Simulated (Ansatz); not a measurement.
# Pb under changes of volume

One of the cells (29.314 Å³/atom); the others are scaled copies at fixed shape and fractional positions:

```
Pb
1.0
     3.48000    0.00000    0.00000
    -1.74000    3.01377    0.00000
     0.00000    0.00000    5.59000
Pb
2
Cartesian
  1.7400 1.0046 4.1925
  0.0000 2.0092 1.3975
```

This isn't the form of Pb at room conditions, which is fcc.

- Program: Ansatz 0.2.0
- Functional: PBE
- Potentials or basis: Ansatz PAW
- Cutoff: 420 eV (not typed: the program's choice for these potentials)
- k mesh: 9 × 9 × 5
- Occupations: fermi-dirac, width 0.05 eV
- Spin: no spin polarisation

```csv
volume (Å³/atom),energy over the lowest point (meV/atom),pressure (GPa)
27.555,?,?
28.141,67.03,6.7
28.727,45.26,5.3
29.314,28.21,4.1
29.900,15.32,3.1
30.486,6.06,2.1
31.073,0.00,1.3
```

Q: What does the run at 27.555 Å³/atom give?

A: Energy over the lowest point 94.17 meV/atom; pressure 8.2 GPa.

Worked out: A Birch-Murnaghan fit of order 3 (a polynomial in V^(-2/3)) to the other rows has no minimum within the range. It gives 94.17 meV/atom at 27.555 Å³/atom, against the run's 94.17, and -dE/dV = 8.2 GPa, against 8.2.

Energies are extrapolated to zero smearing.
